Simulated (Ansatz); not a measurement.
This is a relaxation of cell and atoms with Ansatz on CdSe (started from an entry of an open crystallographic database); the level of theory is PBE. The input holds the cell as the database lists it.

Input (YAML):
```yaml
crystal:
  lattice:
    - [4.3, 0.0, 0.0]
    - [-2.15, 3.7239092363, 0.0]
    - [0.0, 0.0, 7.02]
  atoms:
    - { symbol: Cd, position: [0.3333333333, 0.6666666667, 0.0] }
    - { symbol: Cd, position: [0.6666666667, 0.3333333333, 0.5] }
    - { symbol: Se, position: [0.3333333333, 0.6666666667, 0.385] }
    - { symbol: Se, position: [0.6666666667, 0.3333333333, 0.885] }
kpoints:
  mp_grid: { grid: [6, 6, 4] }
hamiltonian:
  xc: pbe
scf:
  occupations: { method: fermi_dirac, width: 0.02 }
relax:
  f_tol: 0.005
  cell: {}
output:
  write_density: true
  write_potential: true
  elf: true
  volumetric_format: npy
```

Command: `ansatz run input.yaml --threads 2 --pin off --max-ram 2211MiB --backend cpu --events-out ev --progress --plain --runs-dir out`.

What the program printed (shortened):
```
Functional definition: PBE
Crystal: 4 atoms, lattice volume = 112.410 Å³
Basis set: ecut = 420 eV, 2189 PW (Γ)
Bands: 44, of which v1, the nominal top of the filled ones, is band 36 counted from 1 (35 counted from 0)
Symmetry: 12 space group operations
Space group: P63mc (ITA 186)
k-points: 21 of 144 (time reversal used)
SCF iter   1: HF=-27449.506562 eV  Δρ=8.31e-4  dr2=1.52e-3
SCF iter   2: HF=-27449.507757 eV  Δρ=4.82e-4  dr2=4.70e-4
SCF iter   3: HF=-27449.507808 eV  Δρ=2.25e-4  dr2=4.06e-5
SCF iter   4: HF=-27449.507880 eV  Δρ=9.63e-5  dr2=1.08e-5
SCF iter   5: HF=-27449.507894 eV  Δρ=3.29e-5  dr2=1.92e-6
SCF iter   6: HF=-27449.507896 eV  Δρ=9.43e-6  dr2=9.46e-8
SCF 1 converged in 6 iterations: F = -27449.507896 eV  dr2 = 9.46e-8
relax step 1: F+E_penalty+E_count = -27449.50789598 eV  max|allowed force component| = 2.826e-1 eV/Å  Δτ_max = 0.0000 Å  P = +3.018 GPa  Ω = 112.410 Å³
SCF 2 converged in 7 iterations: F = -27449.578215 eV  dr2 = 8.63e-8
relax step 2: F+E_penalty+E_count = -27449.57821468 eV  max|allowed force component| = 4.331e-2 eV/Å  Δτ_max = 0.0243 Å  P = -0.694 GPa  Ω = 121.012 Å³
SCF 3 converged in 5 iterations: F = -27449.583222 eV  dr2 = 2.10e-7
relax step 3: F+E_penalty+E_count = -27449.58322219 eV  max|allowed force component| = 2.070e-2 eV/Å  Δτ_max = 0.0049 Å  P = -0.123 GPa  Ω = 119.392 Å³
SCF 4 converged in 5 iterations: F = -27449.583540 eV  dr2 = 3.06e-8
relax step 4: F+E_penalty+E_count = -27449.58353970 eV  max|allowed force component| = 2.374e-3 eV/Å  Δτ_max = 0.0030 Å  P = +0.007 GPa  Ω = 119.034 Å³
SCF 5 converged in 7 iterations: F = -27449.584776 eV  dr2 = 1.22e-11
relax step 5: F+E_penalty+E_count = -27449.58477606 eV  max|allowed force component| = 2.370e-3 eV/Å  Δτ_max = 0.0000 Å  P = -0.000 GPa  Ω = 119.034 Å³  (SCF on a basis re-selected at this cell)
SCF converged after 7 iterations
Free energy (F): -27449.584776 eV
Fermi energy:    6.974113 eV
--- Per-component energies (eV) ---
  E_band       = -1827.292058
  E_kinetic    = 1245.610383
  E_local      = -13036.398021
  E_nonlocal   = -1124.272362
  E_hartree    = 6184.792662
  E_xc         = -561.036472
  E_vxc        = -638.413815
  E_paw        = -11989.839825
  E_vpaw       = -643.402397
  E_ewald      = -8168.439915
--- Forces (eV/Å), atoms counted from 1 ---
  atom   1  Cd      0.00000      0.00000      0.00237
  atom   2  Cd      0.00000      0.00000      0.00237
  atom   3  Se      0.00000      0.00000    -0.00237
  atom   4  Se      0.00000      0.00000    -0.00237
--- Stress (GPa, compression-positive) ---
        0.006806       0.000000       0.000000
        0.000000       0.006806       0.000000
        0.000000       0.000000      -0.014594
  P = ⅓ Tr σ = -0.0003 GPa (-0.003 kbar)
--- Relaxed structure (4 steps of the walk, 4 accepted, 1 SCFs on fresh bases) ---
  F+E_penalty+E_count = -27449.58477606 eV   max|allowed force component| = 2.370e-3 eV/Å
  cell:  # Å, volume = 119.0338 Å³
    - [4.383380, 0.000000, 0.000000]
    - [-2.191690, 3.796118, 0.000000]
    - [0.000000, 0.000000, 7.153545]
  atoms:
    - { symbol: Cd, position: [0.333333, 0.666667, 0.004581] }
    - { symbol: Cd, position: [0.666667, 0.333333, 0.504581] }
    - { symbol: Se, position: [0.333333, 0.666667, 0.380419] }
    - { symbol: Se, position: [0.666667, 0.333333, 0.880419] }
```

Planar averages along the third cell vector, from rho_z.tsv and v_z.tsv (valence density with its augmentation; electrostatic potential energy of an electron, of which only differences have a meaning):
```csv
z (Å),ρ (e/Å³),v_es (eV)
0.00,1.356,2.66
0.30,0.993,4.53
0.60,0.389,6.47
0.89,0.118,8.73
1.19,0.064,10.36
1.49,0.070,10.75
1.79,0.112,9.88
2.09,0.213,7.66
2.38,0.600,6.17
2.68,1.248,4.66
2.98,1.033,2.69
3.28,1.064,1.64
3.73,1.260,3.63
4.02,0.667,5.46
4.32,0.209,7.58
4.62,0.078,9.72
4.92,0.062,10.68
5.22,0.086,10.54
5.51,0.149,8.78
5.81,0.345,6.82
6.11,0.968,5.51
6.41,1.230,3.64
6.71,0.948,1.98
7.00,1.257,1.87
```

In 4 steps the volume changed by +5.9 %; between the first SCF and the last, each on a basis chosen for its cell, the energy fell by 19.2 meV an atom. Final cell: the symmetry is P6_3mc (No. 186, hexagonal); a = 4.383 Å, c = 7.154 Å in the conventional setting, 29.76 Å³ an atom. Cd is surrounded by 4 Se at 2.68–2.69 Å; Se is surrounded by 4 Cd at 2.68–2.69 Å.

The values are computed, spin-unpolarised, and not measurements.
